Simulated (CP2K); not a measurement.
## Pd under changes of volume

One of the cells (14.750 Å³/atom); the others are scaled copies at fixed shape and fractional positions:

```
Pd
1.0
     2.75277    0.00000    0.00000
     1.37638    2.38397    0.00000
     1.37638    0.79466    2.24762
Pd
1
Direct
  0.00000 0.00000 0.00000
```

```yaml
Program: CP2K 2026.2
Functional: PBEsol
Potentials_or_basis: POTENTIAL_UZH Pd GTH-PBE-q18; TZVP-MOLOPT-PBE-GTH basis
Density_cutoff: 6803 eV
k_mesh: 12 × 12 × 12
Occupations: fermi-dirac, width 0.05 eV
Spin: no spin polarisation
```

| volume (Å³/atom) | energy over the lowest point (meV/atom) | pressure (GPa) |
| --- | --- | --- |
| 13.865 | 31.87 | 13.8 |
| 14.160 | 12.00 | 8.2 |
| 14.455 | 1.77 | 3.3 |
| 14.750 | 0.00 | -1.0 |
| 15.045 | 5.68 | -4.8 |
| 15.340 | 17.87 | -8.1 |
| 15.635 | ? | ? |

Task: What does the run at 15.635 Å³/atom give?

Result: Energy over the lowest point 35.75 meV/atom; pressure -11.0 GPa.

Worked out: A Birch-Murnaghan fit of order 3 (a polynomial in V^(-2/3)) to the other rows has its minimum at 14.67 Å³/atom with B0 = V·E''(V) = 208 GPa and B' = 5.5. It gives 35.79 meV/atom at 15.635 Å³/atom, against the run's 35.75, and -dE/dV = -11.2 GPa, against -11.0.

Energies are extrapolated to zero smearing.

Caveats: the potentials were made for another functional, which shifts forces and pressure; the basis of atomic orbitals isn't converged, which shifts pressures, moduli and gaps.
